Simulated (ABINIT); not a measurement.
Input of an ABINIT 10.8.3 (patched build) run:

The input run.abi:

```
# Datasets: one volume each
ndtset 7
getwfk -1
scalecart1 3*0.9795861087
scalecart2 3*0.9864848297
scalecart3 3*0.9932883884
scalecart4 3*1.0000000000
scalecart5 3*1.0066227096
scalecart6 3*1.0131594038
scalecart7 3*1.0196128224

# Pseudopotentials
pp_dirpath "./"
pseudos "Al.GGA_PBE-JTH.xml"

# Structure
acell 2.8635066922 2.8635066922 2.8635066922 Angstrom
rprim
     0.0000000000     0.7071067812     0.7071067812
     0.7071067812     0.0000000000     0.7071067812
     0.7071067812     0.7071067812     0.0000000000
ntypat 1
znucl 13
natom 1
typat 1
xred
     0.0000000000     0.0000000000     0.0000000000

# Plane-wave basis
ecut 544.227725 eV
pawecutdg 40.0

# k points
kptopt 1
ngkpt 11 11 11
nshiftk 1
shiftk 0.0 0.0 0.0

# Exchange and correlation
ixc -150130

# Bands and occupations
nband 6
occopt 3
tsmear 0.00183747

# SCF cycle
nstep 100
tolvrs 1.0e-9

# Output
iomode 3
prtwf 1
prtden 0
prteig 0
prtebands 0
```

Potentials or basis: JTH PAW PBE v2.0.

Run with:

```sh
$ abinit run.abi > log 2>&1
```

**Question.** Predict the equilibrium volume.

**Answer.** 16.11 Å³/atom.

**Question.** Estimate the pressure derivative of the bulk modulus.

**Answer.** 4.3.

**Question.** What does it give for the bulk modulus?

**Answer.** 88 GPa.

Energy against volume, from the lowest point:
| volume (Å³/atom) | energy (meV/atom) |
| --- | --- |
| 15.607 | 4.09 |
| 15.939 | 0.06 |
| 16.271 | 0.00 |
| 16.603 | 3.51 |
| 16.935 | 10.21 |
| 17.267 | 19.79 |
| 17.599 | 31.91 |

Caveat: pressures at fixed basis lie under the slope of the energies; the PAW data sets were made with another functional, which shifts forces and pressure a little.

**The experiment to reproduce.**

“The interpretation of polycrystalline coherent inelastic neutron scattering from aluminium”, 2013, pmc:3831299 quotes, for a bulk crystal of Al: bulk modulus 76.9 GPa.

Measured bulk modulus of Al: 76.9 GPa (quoted in “The interpretation of polycrystalline coherent inelastic neutron scattering from aluminium”, 2013, pmc:3831299). This calculation gives 88 GPa (+14.3 %). The fit is for a static lattice scaled at fixed shape and fixed fractional positions. The cell as given is a measured one (16.60 Å³/atom); SOGGA puts the equilibrium volume -3.0 % from it, thermal expansion not counted.
